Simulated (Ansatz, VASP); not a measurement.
Ir: VASP beside Ansatz

Contents of INCAR:

```
SYSTEM = Ir
ALGO     = Normal         ! electronic algorithm
EDIFF    = 1E-6           ! SCF threshold, eV
ENCUT    = 520            ! plane-wave cutoff, eV
GGA      = PE             ! functional
ISIF     = 2              ! what is computed and relaxed
ISMEAR   = -1             ! smearing method
LASPH    = .True.         ! aspherical terms in the spheres
LCHARG   = .True.         ! write CHGCAR
LELF     = .True.         ! ELF
LREAL    = .False.        ! projectors in reciprocal space
LVHAR    = .True.       
LWAVE    = .False.        ! write WAVECAR
NBANDS   = 10             ! bands
NELM     = 100            ! most SCF steps
PREC     = Accurate       ! precision mode
SIGMA    = 0.28           ! smearing width, eV
```

The input KPOINTS:

```
k-points
0
Gamma
  14 14 14
  0 0 0
```

POSCAR

```
Ir
1.0
    2.5701608635      0.0000000000      0.0000000000
    0.0000000000      2.5701608635      0.0000000000
    0.0000000000      0.0000000000      2.5701608635
Ir
1
Direct
    0.0000000000      0.0000000000      0.0000000000
```

Input for Ansatz:

```yaml
crystal:
  lattice:
    - [2.5701608635, 0.0, 0.0]
    - [0.0, 2.5701608635, 0.0]
    - [0.0, 0.0, 2.5701608635]
  atoms:
    - { symbol: Ir, position: [0.0, 0.0, 0.0] }
kpoints:
  mp_grid: { grid: [14, 14, 14] }
scf:
  occupations: { method: fermi_dirac, width: 0.28 }
hamiltonian:
  xc: pbe
  pseudopotentials: { kind: all_electron, lapw: { basis_error: 0.001 } }
output:
  forces: true
  stress: true
  eigenvalues: true
```

Alike in both runs: task single point; functional PBE; k mesh 14 × 14 × 14; occupations fermi-dirac, width 0.28 eV; no spin polarisation.

|  | VASP | Ansatz |
| --- | --- | --- |
| version | VASP 6.6.1 | Ansatz 0.2.0 |
| potentials or method | VASP PAW PBE potentials, release 64 (Ir) | all-electron LAPW, scalar-relativistic |
| plane-wave cutoff (eV) | 520 | see its input |

|  | VASP | Ansatz | Ansatz less VASP |
| --- | --- | --- | --- |
| pressure (GPa) | 2.7 | 2.5 | -0.18 |

Ansatz ran all-electron here, so the differences hold the error of VASP's frozen core and of both bases.

Spin-orbit coupling is left out, which matters for the levels of Ir.
